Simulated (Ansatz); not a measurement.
# TiSe2 (CdI2 type): a single-point run

Wanted: a converged single-point run for TiSe2 (CdI2 type), and a check of what comes out. The structure is shown as the input types it.

Computed with Ansatz 0.2.0 (DFT r2SCAN, scalar-relativistic, plane waves, PAW, unless a step's input says otherwise).

### 1 The starting structure

Symmetry: P-3m1, No. 164, trigonal system. Conventional cell: a = 3.561 Å, b = 3.561 Å, c = 6.331 Å, α = 90.00°, β = 90.00°, γ = 120.00°. Ti (site symmetry -3m) is surrounded by 6 Se at 2.56 Å. Around Se (site symmetry 3m) lie 3 Ti at 2.56 Å.

Coordinates:

```
Ti Se
1.0
     3.56075    0.00000    0.00000
    -1.78037    3.08370    0.00000
     0.00000    0.00000    6.33092
Ti Se
1 2
Direct
  0.00000 0.00000 0.00000
  0.33333 0.66667 0.23990
  0.66667 0.33333 0.76010
```

### 2 The run

Input file input.yaml:

```yaml
crystal:
  lattice:
    - [3.560748989496, 2.886746337527e-11, 0.0]
    - [-1.780374494773, 3.083699081389, 0.0]
    - [0.0, 0.0, 6.3309198172]
  atoms:
    - { symbol: Ti, position: [0.0, 0.0, 0.0] }
    - { symbol: Se, position: [0.3333333333333, 0.6666666666667, 0.2398975843] }
    - { symbol: Se, position: [0.6666666666667, 0.3333333333333, 0.7601024157] }
basis:
  ecutwfc: 500
  ecutrho_ratio: 4
kpoints:
  mp_grid: { grid: [12, 12, 6] }
hamiltonian:
  xc: r2scan
scf:
  occupations: { method: methfessel_paxton, width: 1.0 }
  max_iter: 75
output:
  forces: true
  stress: true
```

Command:

```
ansatz run input.yaml --threads 4 --pin off --max-ram 7168MiB --backend cpu --events-out ev --progress --plain --runs-dir out
```

What happens when this is run?

The run converged and reported no error. Convergence says nothing about whether the input makes sense.

Look at the input: scf.occupations.method is methfessel_paxton; scf.occupations.width is 1.0. The width is far wider than usual, so occupations near the Fermi level are blurred and the entropy term grows.

The test: set scf.occupations.method to gaussian and scf.occupations.width to 0.05.
